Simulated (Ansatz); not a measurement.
## Ge under changes of volume

One of the cells (22.833 Å³/atom); the others are scaled copies at fixed shape and fractional positions:

```
Ge
1.0
     3.99759    0.00000    0.00000
    -1.99879    3.46201    0.00000
     0.00000    0.00000    6.59938
Ge
4
Cartesian
  0.0000 2.3080 6.1843
  1.9988 1.1540 2.8846
  0.0000 2.3080 3.7148
  1.9988 1.1540 0.4151
```

This isn't the form of Ge at room conditions, which is diamond.

* Program: Ansatz 0.2.0
* Functional: LDA
* Potentials or basis: Ansatz PAW
* Cutoff: 420 eV (not typed: the program's choice for these potentials)
* k mesh: 8 × 8 × 4
* Occupations: fermi-dirac, width 0.05 eV
* Spin: no spin polarisation

```csv
volume (Å³/atom),energy over the lowest point (meV/atom),pressure (GPa),largest force (eV/Å)
21.463,?,?,?
21.920,0.23,0.8,0.007
22.377,0.00,-0.6,0.003
22.833,3.67,-1.9,0.003
23.290,10.91,-3.1,0.012
23.747,21.32,-4.2,0.022
24.203,34.54,-5.1,0.030
```

Question: What does the run at 21.463 Å³/atom give?

Answer: Energy over the lowest point 4.92 meV/atom; pressure 2.5 GPa; largest force 0.015 eV/Å.

Worked out: A Birch-Murnaghan fit of order 3 (a polynomial in V^(-2/3)) to the other rows has its minimum at 22.17 Å³/atom with B0 = V·E''(V) = 70 GPa and B' = 4.3 at fixed shape and positions, which overstates the stiffness. It gives 4.87 meV/atom at 21.463 Å³/atom, against the run's 4.92, and -dE/dV = 2.5 GPa, against 2.5.

Energies are extrapolated to zero smearing.

Caveats: the PAW data sets come from PBE, with cores solved anew for the run's functional, which leaves a small shift of forces and pressure.
